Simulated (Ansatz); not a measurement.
EuS:

```xyz
2
Lattice="0.0000 2.9785 2.9785 2.9785 0.0000 2.9785 2.9785 2.9785 0.0000" Properties=species:S:1:pos:R:3 pbc="T T T"
Eu    0.0000    0.0000    0.0000
S     2.9785    2.9785    2.9785
```

| Quantity | Value |
| --- | --- |
| Program | Ansatz 0.2.0 |
| Task | relaxation of cell and atoms |
| Functional | RPBE |
| Dispersion | D4 |
| Potentials or basis | Ansatz PAW |
| Cutoff | 420 eV (not typed: the program's choice for these potentials) |
| k mesh | 8 × 8 × 8 |
| Occupations | fermi-dirac, width 0.05 eV |
| Spin | collinear spin, ferromagnetic start |
| Starting moments | [7.0, 0.0] μB |

At the start: volume 26.42 Å³/atom.

Q: How do energy, volume and symmetry change on relaxing?

A: It ends after 5 steps and the volume is 24.44 Å³/atom (-7.5 %); space group Fm-3m (No. 225, to 0.05 Å); moment 6.97 μB per cell.

Step by step:
| step | energy change (eV) | largest force (eV/Å) | volume (Å³) |
| --- | --- | --- | --- |
| 1 | 0.0000 | 0.0000 | 52.85 |
| 2 | -0.0441 | 0.0000 | 48.16 |
| 3 | -0.0455 | 0.0000 | 48.99 |
| 4 | -0.0456 | 0.0000 | 48.89 |
| 5 | -0.0442 | 0.0000 | 48.89 |

Final structure:
```
CELL_PARAMETERS angstrom
0.00000 2.90219 2.90219
2.90219 0.00000 2.90219
2.90219 2.90219 0.00000
ATOMIC_POSITIONS crystal
Eu 0.00000 0.00000 0.00000
S 0.50000 0.50000 0.50000
```

Caveat: the plane-wave basis is chosen anew once the cell has moved, so the energies of steps on either side of that aren't comparable; a cell with one magnetic atom can't hold antiferromagnetic order, which such compounds often take; without U or exact exchange the open f shell lies at the Fermi level, which spoils levels, moments and volumes; the PAW data sets come from PBE, with cores solved anew for the run's functional, which leaves a small shift of forces and pressure.
